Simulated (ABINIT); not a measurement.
# Ti3Al (P-6m2) in ABINIT: reference runs

How does Ti3Al come out in PBE? The cell is run as given and disturbed.

All numbers are computed with ABINIT 10.8.3 (patched build); they aren't measurements. Logs are shortened: lines on timing, memory, paths and dates and some standing lists are left out, and cuts for length are marked. The log counts tension as positive stress, the text compression.

**1. The crystal as given**

It takes space group P-6m2 (No. 187, hexagonal). The conventional cell has a = 2.928 Å, b = 2.928 Å, c = 9.226 Å, α = 90.00°, β = 90.00°, γ = 120.00°. Ti (site symmetry 3m) has 9 Ti at 2.86 to 2.93 Å and 3 Al at 2.86 Å as nearest neighbours. Around Ti (site symmetry -6m2) lie 12 Ti at 2.86 to 2.93 Å. Around Al (site symmetry -6m2) lie 6 Ti at 2.86 Å and 6 Al at 2.93 Å.

The cell comes from a database or a generator and needn't be the stable form of this composition.

**2. Single point, PBE**

run.abi

```
# Pseudopotentials
pp_dirpath "./"
pseudos "Ti.GGA_PBE-JTH.xml, Al.GGA_PBE-JTH.xml"

# Structure
acell 2.9275422229 2.9275422229 9.226362 Angstrom
rprim
     1.0000000000     0.0000000000     0.0000000000
    -0.5000000000     0.8660254038     0.0000000000
     0.0000000000     0.0000000000     1.0000000000
ntypat 2
znucl 22 13
natom 4
typat 1 1 1 2
xred
     0.3333333333     0.6666666667     0.2494060000
     0.3333333333     0.6666666667     0.7505940000
     0.6666666667     0.3333333333     0.0000000000
     0.6666666667     0.3333333333     0.5000000000

# Plane-wave basis
ecut 408.170794 eV
pawecutdg 30.0
pawxcdev 0

# k points
kptopt 1
ngkpt 10 10 3
nshiftk 1
shiftk 0.0 0.0 0.0

# Exchange and correlation
ixc 11

# Bands and occupations
nband 24
occopt 3
tsmear 0.00183747

# SCF cycle
nstep 100
tolvrs 1.0e-9

# Output
iomode 3
prtwf 0
prtden 0
prteig 0
prtebands 0
enunit 2
```

Potentials or basis: JTH PAW PBE v2.0.

Launch:

```console
$ abinit run.abi > log 2>&1
```

run.abo:

```text
.Version 10.8.3 of ABINIT
 Symmetries : space group P-6 m 2 (#187); Bravais hP (primitive hexag.)
================================================================================
 Values of the parameters that define the memory need of the present run
     intxc =       0    ionmov =       0      iscf =      17    lmnmax =      18
     lnmax =       6     mgfft =      64  mpssoang =       3    mqgrid =    4299
     natom =       4  nloc_mem =       2    nspden =       1   nspinor =       1
    nsppol =       1      nsym =      12    n1xccc =       1    ntypat =       2
    occopt =       3   xclevel =       2
       mpw =        1307          nfft =       25600          nkpt =          28
 PAW method is used; the additional fine FFT grid is defined by:
   mgfftf=        90    nfftf =     81000
================================================================================
================================================================================

--------------------------------------------------------------------------------
------------- Echo of variables that govern the present computation ------------
--------------------------------------------------------------------------------
 -outvars: echo values of preprocessed input variables --------
            acell      5.5322530233E+00  5.5322530233E+00  1.7435297318E+01 Bohr
              amu      4.78800000E+01  2.69815390E+01
             ecut      1.50000000E+01 Hartree
           enunit           2
              ixc          11
         kptrlatt       10    0    0      0   10    0      0    0    3
          kptrlen      5.23058920E+01
            natom           4
            nband          24
            ngfft          20      20      64
          ngfftdg          30      30      90
             nkpt          28
            nstep         100
             nsym          12
           ntypat           2
           occopt           3
        pawecutdg      3.00000000E+01 Hartree
         pawxcdev           0
           prtden           0
        prtebands           0
           prteig           0
            prtwf           0
            rprim      1.0000000000E+00  0.0000000000E+00  0.0000000000E+00
                      -5.0000000000E-01  8.6602540380E-01  0.0000000000E+00
                       0.0000000000E+00  0.0000000000E+00  1.0000000000E+00
          spgroup         187
           tolvrs      1.00000000E-09
           tsmear      1.83747000E-03 Hartree
            typat      1  1  1  2
           useylm           1
           xangst      1.4637709112E-10  1.6902172904E+00  2.3011100410E+00
                       1.4637709112E-10  1.6902172904E+00  6.9252519590E+00
                       1.4637711116E+00  8.4510864516E-01  0.0000000000E+00
                       1.4637711116E+00  8.4510864516E-01  4.6131810000E+00
            xcart      2.7661261333E-10  3.1940477721E+00  4.3484677630E+00
                       2.7661261333E-10  3.1940477721E+00  1.3086829555E+01
                       2.7661265119E+00  1.5970238860E+00  0.0000000000E+00
                       2.7661265119E+00  1.5970238860E+00  8.7176486592E+00
             xred      3.3333333337E-01  6.6666666663E-01  2.4940600000E-01
                       3.3333333337E-01  6.6666666663E-01  7.5059400000E-01
                       6.6666666670E-01  3.3333333330E-01  0.0000000000E+00
                       6.6666666670E-01  3.3333333330E-01  5.0000000000E-01
            znucl       22.00000   13.00000

================================================================================

 chkinp: Checking input parameters for consistency.

================================================================================
== DATASET  1 ==================================================================

--- !DatasetInfo
iteration_state: {dtset: 1, }
dimensions: {natom: 4, nkpt: 28, mband: 24, nsppol: 1, nspinor: 1, nspden: 1, mpw: 1307, }
cutoff_energies: {ecut:  15.0, pawecutdg:  30.0, }
electrons: {nelect:   3.90000000E+01, charge:   0.00000000E+00, occopt:   3.00000000E+00, tsmear:   1.83747000E-03, }
meta: {optdriver: 0, ionmov: 0, optcell: 0, iscf: 17, paral_kgb: 0, }
...

 Exchange-correlation functional for the present dataset will be:
  GGA: Perdew-Burke-Ernzerhof functional - ixc=11
  J.P.Perdew, K.Burke, M.Ernzerhof, PRL 77, 3865 (1996)

 Real(R)+Recip(G) space primitive vectors, cartesian coordinates (Bohr,Bohr^-1):
 R(1)=  5.5322530  0.0000000  0.0000000  G(1)=  0.1807582  0.1043608  0.0000000
 R(2)= -2.7661265  4.7910717  0.0000000  G(2)=  0.0000000  0.2087216  0.0000000
[... 99 lines left out ...]
 ------------------------------------------------
 Atom  Sphere_radius  Integrated_density
    1        2.30803         10.14846589
    2        2.30803         10.14846589
    3        2.30803         10.16361060
    4        1.90363          0.74515012

================================================================================

 ----iterations are completed or convergence reached----

 Mean square residual over all n,k,spin=   57.706E-08; max=  65.055E-06
 reduced coordinates (array xred) for    4 atoms
       0.333333333367      0.666666666633      0.249406000000
       0.333333333367      0.666666666633      0.750594000000
       0.666666666700      0.333333333300      0.000000000000
       0.666666666700      0.333333333300      0.500000000000
 rms dE/dt=  1.8761E-04; max dE/dt=  4.5955E-04; dE/dt below (all hartree)
    1      -0.000000000000      0.000000000000      0.000459553814
    2       0.000000000000     -0.000000000000     -0.000459553814
    3       0.000000000000     -0.000000000000      0.000000000000
    4       0.000000000000      0.000000000000      0.000000000000

 cartesian coordinates (angstrom) at end:
    1      0.00000000014638     1.69021729040117     2.30111004097200
    2      0.00000000014638     1.69021729040117     6.92525195902800
    3      1.46377111159638     0.84510864515833     0.00000000000000
    4      1.46377111159638     0.84510864515833     4.61318100000000

 cartesian forces (hartree/bohr) at end:
    1      0.00000000000000    -0.00000000000000    -0.00002635767004
    2     -0.00000000000000     0.00000000000000     0.00002635767004
    3     -0.00000000000000    -0.00000000000000    -0.00000000000000
    4      0.00000000000000    -0.00000000000000    -0.00000000000000
 frms,max,avg= 1.0760474E-05 2.6357670E-05   0.000E+00  0.000E+00  0.000E+00 h/b

 cartesian forces (eV/Angstrom) at end:
    1      0.00000000000000    -0.00000000000000    -0.00135536588840
    2     -0.00000000000000     0.00000000000000     0.00135536588840
    3     -0.00000000000000    -0.00000000000000    -0.00000000000000
    4      0.00000000000000    -0.00000000000000    -0.00000000000000
 frms,max,avg= 5.5332581E-04 1.3553659E-03   0.000E+00  0.000E+00  0.000E+00 e/A
 length scales=  5.532253023312  5.532253023312 17.435297318483 bohr
              =  2.927542222900  2.927542222900  9.226362000000 angstroms
 Fermi (or HOMO) energy (hartree) =   0.28369   Average Vxc (hartree)=  -0.39558
 Eigenvalues (hartree) for nkpt=  28  k points:
 kpt#   1, nband= 24, wtk=  0.00333, kpt=  0.0000  0.0000  0.0000 (reduced coord)
  -1.80043   -1.79864   -1.79650   -0.93785   -0.92870   -0.91810   -0.91684   -0.91684
  -0.91533   -0.91533   -0.91398   -0.91398   -0.02661    0.09722    0.10665    0.19286
   0.25534    0.30086    0.31036    0.31368    0.31368    0.31699    0.31705    0.32831
      occupation numbers for kpt#   1
   2.00000    2.00000    2.00000    2.00000    2.00000    2.00000    2.00000    2.00000
   2.00000    2.00000    2.00000    2.00000    2.00000    2.00000    2.00000    2.00000
   2.00000    0.00018    0.00000    0.00000    0.00000    0.00000    0.00000    0.00000
 prteigrs : prtvol=0 or 1, do not print more k-points.

 Fermi (or HOMO) energy (eV) =   7.71959   Average Vxc (eV)= -10.76438
 Eigenvalues (   eV  ) for nkpt=  28  k points:
 kpt#   1, nband= 24, wtk=  0.00333, kpt=  0.0000  0.0000  0.0000 (reduced coord)
 -48.99227  -48.94349  -48.88514  -25.52017  -25.27116  -24.98265  -24.94861  -24.94861
 -24.90742  -24.90742  -24.87065  -24.87065   -0.72418    2.64550    2.90221    5.24795
   6.94818    8.18670    8.44538    8.53555    8.53560    8.62561    8.62723    8.93370
 prteigrs : prtvol=0 or 1, do not print more k-points.

--- !EnergyTerms
iteration_state     : {dtset: 1, }
comment             : Components of total free energy in Hartree
kinetic             :  2.39340795375651E+01
hartree             :  5.37494708518172E+01
xc                  : -1.07593441974315E+01
Ewald energy        : -1.09405484580481E+02
psp_core            :  6.14663634604901E+00
local_psp           : -1.41829190333271E+02
PAW spherical_terms :  9.02538510969961E-02
internal            : -1.78073578524656E+02
'-kT*entropy'       : -1.04643618723760E-03
total_energy        : -1.78074624960843E+02
total_energy_eV     : -4.84565740041770E+03
...

--- !EnergyTermsDC
iteration_state     : {dtset: 1, }
comment             : '"Double-counting" decomposition of free energy'
band_energy         : -2.42935337334646E+01
Ewald energy        : -1.09405484580481E+02
psp_core            :  6.14663634604901E+00
xc_dc               : -5.26019794610662E+01
PAW spherical_terms :  2.08078388377679E+00
internal            : -1.78073577545186E+02
'-kT*entropy'       : -1.04643618723760E-03
total_energy_dc     : -1.78074623981374E+02
total_energy_dc_eV  : -4.84565737376499E+03
...

--- !EnergyTermsWithPAWCore
iteration_state     : {dtset: 1, }
comment             : 'Components of total free energy, including PAW core contributions'
Total energy        : -2.80427190079740E+03
Total energy DC     : -2.80427189981793E+03
Total energy (eV)   : -7.63081258313493E+04
Total energy DC (eV): -7.63081258046966E+04
...

 Cartesian components of stress tensor (hartree/bohr^3)
  sigma(1 1)= -1.27330019E-05  sigma(3 2)=  0.00000000E+00
  sigma(2 2)= -1.27330024E-05  sigma(3 1)=  0.00000000E+00
  sigma(3 3)= -1.94697761E-05  sigma(2 1)=  0.00000000E+00

-Cartesian components of stress tensor (GPa)         [Pressure=  4.4069E-01 GPa]
- sigma(1 1)= -3.74617851E-01  sigma(3 2)=  0.00000000E+00
- sigma(2 2)= -3.74617865E-01  sigma(3 1)=  0.00000000E+00
- sigma(3 3)= -5.72820589E-01  sigma(2 1)=  0.00000000E+00

== END DATASET(S) ==============================================================
================================================================================

 -outvars: echo values of variables after computation  --------
            acell      5.5322530233E+00  5.5322530233E+00  1.7435297318E+01 Bohr
           etotal     -1.7807462398E+02
            fcart      5.1713750936E-29 -1.7562910602E-30 -2.6357670043E-05
                      -4.5629780237E-29  5.4445022865E-29  2.6357670043E-05
                      -9.1259560475E-30 -2.2831783782E-29 -0.0000000000E+00
                       3.0419853492E-30 -2.9856948023E-29 -0.0000000000E+00
            rprim      1.0000000000E+00  0.0000000000E+00  0.0000000000E+00
                      -5.0000000000E-01  8.6602540380E-01  0.0000000000E+00
                       0.0000000000E+00  0.0000000000E+00  1.0000000000E+00
           strten     -1.2733001947E-05 -1.2733002425E-05 -1.9469776097E-05
                       0.0000000000E+00  0.0000000000E+00  0.0000000000E+00
           xangst      1.4637709112E-10  1.6902172904E+00  2.3011100410E+00
                       1.4637709112E-10  1.6902172904E+00  6.9252519590E+00
                       1.4637711116E+00  8.4510864516E-01  0.0000000000E+00
                       1.4637711116E+00  8.4510864516E-01  4.6131810000E+00
             xred      3.3333333337E-01  6.6666666663E-01  2.4940600000E-01
                       3.3333333337E-01  6.6666666663E-01  7.5059400000E-01
                       6.6666666670E-01  3.3333333330E-01  0.0000000000E+00
                       6.6666666670E-01  3.3333333330E-01  5.0000000000E-01
 Calculation completed.
```

It took 36 s on 1 thread of Arm Neoverse V2, shared host; peak memory 0.13 GiB.

What came out:

```
Free energy                                           : -4845.6574 eV
Pressure                                              : 0.4 GPa
Band gap on the k mesh                                : none (metal or under the smearing width)
Valence electrons inside the program's atomic spheres : Ti 10.15, 10.16; Al 0.75
```

Levels at points of the mesh, in eV from the Fermi level:
| k point | band 16 | band 17 | band 18 | band 19 | band 20 | band 21 | band 22 | band 23 | band 24 |
| --- | --- | --- | --- | --- | --- | --- | --- | --- | --- |
| (0.00, 0.00, 0.00) | -2.47 | -0.77 | 0.47 | 0.73 | 0.82 | 0.82 | 0.91 | 0.91 | 1.21 |
| (0.50, 0.00, 0.00) | -2.10 | -1.46 | -1.22 | -0.66 | -0.40 | 0.89 | 0.99 | 1.12 | 1.73 |

(Part 1 of 2 ends here.)
